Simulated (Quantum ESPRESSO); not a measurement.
An input for Quantum ESPRESSO 7.5 (Mg):

The input pw.in:

```
&CONTROL
  calculation = 'scf'
  prefix = 'pwscf'
  outdir = './tmp'
  pseudo_dir = './pseudo'
  tprnfor = .true.
  tstress = .true.
  disk_io = 'nowf'
/
&SYSTEM
  ibrav = 0
  nat = 2
  ntyp = 1
  ecutwfc = 84
  nbnd = 24
  input_dft = 'pbe0'
  occupations = 'smearing'
  smearing = 'gaussian'
  degauss = 0.01469973
  noncolin = .true.
  lspinorb = .true.
  starting_magnetization(1) = 0.05
  angle1(1) = 90
  angle2(1) = 0
  nqx1 = 2
  nqx2 = 2
  nqx3 = 2
  ecutfock = 168
  exx_fraction = 0.33333333
/
&ELECTRONS
  conv_thr = 1d-07
  electron_maxstep = 80
  mixing_beta = 0.3
  adaptive_thr = .true.
/
ATOMIC_SPECIES
Mg    24.3050 Mg.upf
CELL_PARAMETERS angstrom
  -1.7727644967    1.7727644967    1.7727644967
   1.7727644967   -1.7727644967    1.7727644967
   1.7727644967    1.7727644967   -1.7727644967
ATOMIC_POSITIONS crystal
Mg     0.0000000000    0.0000000000    0.0000000000
K_POINTS automatic
4 4 4 0 0 0
```

Potentials or basis: PseudoDojo 0.4 FR PBE standard.

The run is started by

```sh
$ OMP_NUM_THREADS=2 pw.x -in pw.in > pw.out
```

Task: Does this run start?

Result: The run stopped without a result. It printed:

pw.out:

```text
This program is part of the open-source Quantum ESPRESSO suite
     for quantum simulation of materials; please cite
         "P. Giannozzi et al., J. Phys.:Condens. Matter 21 395502 (2009);
         "P. Giannozzi et al., J. Phys.:Condens. Matter 29 465901 (2017);
         "P. Giannozzi et al., J. Chem. Phys. 152 154105 (2020);
     in publications or presentations arising from this work. More details at

 %%%%%%%%%%%%%%%%%%%%%%%%%%%%%%%%%%%%%%%%%%%%%%%%%%%%%%%%%%%%%%%%%%%%%%%%%%%%%%
     Error in routine read_cards (2):
     wrong number of columns in ATOMIC_POSITIONS
 %%%%%%%%%%%%%%%%%%%%%%%%%%%%%%%%%%%%%%%%%%%%%%%%%%%%%%%%%%%%%%%%%%%%%%%%%%%%%%

     stopping ...
```
